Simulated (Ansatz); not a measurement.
The parent structure is ZnTe in the zinc blende structure (space group F-43m, No. 216; a = 6.1792 Å). Axes: x, y, z lie along the cube axes.

All numbers come from plane-wave PAW DFT at the PBE level (Ansatz, a quantum-chemistry and plane-wave program, 420 eV), no spin-orbit coupling, earlier PAW set.

Now apply this change: the cell is compressed by 1.61 % along x with no lateral relaxation, atoms relaxed at fixed cell.

Predict the stress tensor and what it implies for the stiffness.

Stress of the strained cell less that of the base (GPa, compression positive):
```
   1.04    0.00    0.00
   0.00    0.57    0.00
   0.00    0.00    0.57
```

Then −Δσ_ii/ε with ε = -0.0161 gives secant stiffness values (nonlinear terms included at this strain): C11 ≈ 64 GPa, C12 ≈ 35 GPa and C13 ≈ 35 GPa.

Whether these cells are dynamically stable was not tested.
